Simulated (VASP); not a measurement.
HfC:

```
CELL_PARAMETERS angstrom
0.00000 2.32500 2.32500
2.32500 0.00000 2.32500
2.32500 2.32500 0.00000
ATOMIC_POSITIONS crystal
Hf 0.50000 0.50000 0.50000
C 0.00000 0.00000 0.00000
```

| Quantity | Value |
| --- | --- |
| Program | VASP 6.6.1 |
| Task | relaxation of cell and atoms |
| Functional | revPBE |
| Dispersion | D4 |
| Potentials or basis | VASP PAW PBE potentials, release 64 (Hf_pv, C) |
| Cutoff | 600 eV |
| k mesh | 10 × 10 × 10 |
| Occupations | fermi-dirac, width 0.05 eV |
| Spin | no spin polarisation |

At the start: pressure -4.3 GPa; volume 12.57 Å³/atom.

Problem. Where does the relaxation end?

Solution. Over 3 steps the energy falls by 3.2 meV/atom and the volume is 12.34 Å³/atom (-1.8 %); space group Fm-3m (No. 225, to 0.05 Å).

Step by step:
```csv
step,energy change (eV),largest force (eV/Å),pressure (GPa),volume (Å³)
1,0.0000,0.0000,-4.35,25.14
2,0.0121,0.0000,8.06,23.92
3,-0.0064,0.0000,-0.05,24.68
```

Final structure:
```
CELL_PARAMETERS angstrom
0.00000 2.31072 2.31072
2.31072 0.00000 2.31072
2.31072 2.31072 0.00000
ATOMIC_POSITIONS crystal
Hf 0.50000 0.50000 0.50000
C 0.00000 0.00000 0.00000
```

Caveat: the PAW data sets were made with another functional, which shifts forces and pressure a little; pairwise dispersion overbinds metals, which lowers pressure and volume.
